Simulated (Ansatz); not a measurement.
Runs of Ansatz 0.2.0 on EuS. The structure is cubic, space group Fm-3m (No. 225). Conventional cell: a = 5.957 Å, b = 5.957 Å, c = 5.957 Å, α = 90.00°, β = 90.00°, γ = 90.00°. Eu (site symmetry m-3m) has 6 S at 2.98 Å as nearest neighbours. S (site symmetry m-3m) is surrounded by 6 Eu at 2.98 Å. 

| task | level | k mesh | smearing | q mesh | points for each segment of the path | atoms under strain | gap on the mesh (eV) | pressure (GPa) | moment (μB) |
| --- | --- | --- | --- | --- | --- | --- | --- | --- | --- |
| single point | RPBE | 8 × 8 × 8 | gaussian 0.05 eV | - | - | - | none | -0.2 | (a) |
| single point | PBEsol | 8 × 8 × 8 | gaussian 0.05 eV | - | - | - | none | -5.4 | (b) |
| phonons | PBEsol | 6 × 6 × 6 | fermi-dirac 0.05 eV | 2 × 2 × 2 | 8 | - | none | - | 6.97 |
| elastic constants | PBEsol | 6 × 6 × 6 | fermi-dirac 0.05 eV | - | - | relaxed | none | -5.5 | 6.97 |

Alike in all rows: potentials or basis Ansatz PAW; spin collinear, ferromagnetic start; cell as given; cutoff (eV) 420.

Q: Estimate the missing entries.

A: (a) 7.00; (b) 6.99.

Caveats: spin-orbit coupling is left out, which moves the levels of the heavy elements; a cell with one magnetic atom can't hold antiferromagnetic order, which such compounds often take; without U or exact exchange the open f shell lies at the Fermi level, which spoils levels, moments and volumes; the PAW data sets come from PBE, with cores solved anew for the run's functional, which leaves a small shift of forces and pressure; the cell is more than 3 GPa from zero pressure, which shifts response properties (some runs); elastic constants of metals need much finer meshes, so these are rough (some runs).

A k mesh can miss the band edges, and the runs leave out spin-orbit coupling on Eu.

A gap of «none» marks a metal or a gap under the smearing width.
